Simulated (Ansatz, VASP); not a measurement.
Be: VASP beside Ansatz

The input INCAR:

```
SYSTEM = Be
ALGO = Normal
EDIFF = 1E-6
ENCUT = 520
GGA = PE
ISIF = 2
ISMEAR = -1
LASPH = .TRUE.
LCHARG = .FALSE.
LREAL = .FALSE.
LWAVE = .FALSE.
NBANDS = 7
NELM = 80
PREC = Accurate
SIGMA = 0.05
```

File KPOINTS:

```
k-points
0
G
  20 20 20
  0 0 0
```

The input POSCAR:

```
Be
1.0
   -1.2583454987      1.2583454987      1.2583454987
    1.2583454987     -1.2583454987      1.2583454987
    1.2583454987      1.2583454987     -1.2583454987
Be
1
Direct
    0.0000000000      0.0000000000      0.0000000000
```

Input for Ansatz:

```yaml
crystal:
  lattice:
    - [-1.2583454987, 1.2583454987, 1.2583454987]
    - [1.2583454987, -1.2583454987, 1.2583454987]
    - [1.2583454987, 1.2583454987, -1.2583454987]
  atoms:
    - { symbol: Be, position: [0.0, 0.0, 0.0] }
kpoints:
  mp_grid: { grid: [20, 20, 20] }
scf:
  occupations: { method: fermi_dirac, width: 0.05 }
hamiltonian:
  xc: pbe
  pseudopotentials: { kind: all_electron, lapw: { basis_error: 0.001 } }
output:
  forces: true
  stress: true
  eigenvalues: true
```

Change from the starting cell: volume scaled by 1.02.

Alike in both runs: task single point; functional PBE; k mesh 20 × 20 × 20; occupations fermi-dirac, width 0.05 eV; no spin polarisation.

|  | VASP | Ansatz |
| --- | --- | --- |
| version | VASP 6.6.1 | Ansatz 0.2.0 |
| potentials or method | VASP PAW PBE potentials, release 64 (Be) | all-electron LAPW, scalar-relativistic |
| plane-wave cutoff (eV) | 520 | see its input |

```csv
,VASP,Ansatz,Ansatz less VASP
pressure (GPa),-2.2,-2.4,-0.17
```

Ansatz ran all-electron here, so the differences hold the error of VASP's frozen core and of both bases.
